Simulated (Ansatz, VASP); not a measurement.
## MgO in VASP and in Ansatz

```
Mg O
1.0
     0.00000    2.14061    2.14061
     2.14061    0.00000    2.14061
     2.14061    2.14061    0.00000
Mg O
1 1
Direct
  0.00000 0.00000 0.00000
  0.25000 0.25000 0.25000
```

Change from the starting cell: volume scaled by 0.8, LAPW.

Alike in both runs: task single point; functional PBE; k mesh 15 × 15 × 15; occupations fermi-dirac, width 0.05 eV; no spin polarisation.

|  | VASP | Ansatz |
| --- | --- | --- |
| version | VASP 6.6.1 | Ansatz 0.2.0 |
| potentials or method | VASP PAW PBE potentials, release 64 (Mg, O), cutoff 520 eV | all-electron LAPW, scalar-relativistic |

Ansatz gave:

| Property | Result |
| --- | --- |
| gap on the k mesh at the Fermi level (eV) | 4.84 |
| pressure (GPa) | 39.9 |

**Question.** Estimate VASP's values.

**Answer.** gap on the k mesh at the Fermi level (eV): 4.83; pressure (GPa): 40.2.

Ansatz ran all-electron here, so the differences hold the error of VASP's frozen core and of both bases.

Caveats: so large a pressure means that the cell lies far from this level's equilibrium, or that cutoff or potentials fall short (VASP); an odd mesh through Γ misses points on the zone boundary, where band edges often lie.
